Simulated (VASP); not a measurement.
The system is La2O3.

```
La O
1.0
     3.93800    0.00000    0.00000
    -1.96900    3.41041    0.00000
     0.00000    0.00000    6.13600
La O
2 3
Direct
  0.33333 0.66667 0.24540
  0.66667 0.33333 0.75460
  0.33333 0.66667 0.64710
  0.66667 0.33333 0.35290
  0.00000 0.00000 0.00000
```

The cell was built by a generator and needn't be a form met in nature.

Base run:

```yaml
Program: VASP 6.6.1
Functional: PBE
Potentials_or_basis: VASP PAW PBE potentials, release 64 (La, O)
Cutoff: 520 eV
k_mesh: 8 × 8 × 5
Occupations: gaussian, width 0.05 eV
Spin: no spin polarisation
```

Its results: band gap on the k mesh 3.89 eV, indirect (least direct gap 4.07 eV); pressure 0.5 GPa; largest force 0.128 eV/Å.

Task: After a change of settings the same cell gave: band gap on the k mesh 3.83 eV, indirect (least direct gap 3.98 eV); pressure -4.2 GPa; largest force 0.227 eV/Å. Which change was it?
A. functional from PBE to SCAN
B. functional from PBE to PBEsol
C. functional from PBE to r2SCAN
D. functional from PBE to LDA; potentials or basis from VASP PAW PBE potentials, release 64 (La, O) to VASP PAW LDA potentials, release 64 (La, O)

Result: B.

PBEsol binds more tightly than PBE, so the same cell stands under less pressure.

Caveats: spin-orbit coupling is left out, which moves the levels of the heavy elements; an odd mesh through Γ misses points on the zone boundary, where band edges often lie; the PAW data sets were made with another functional, which shifts forces and pressure a little (some runs).
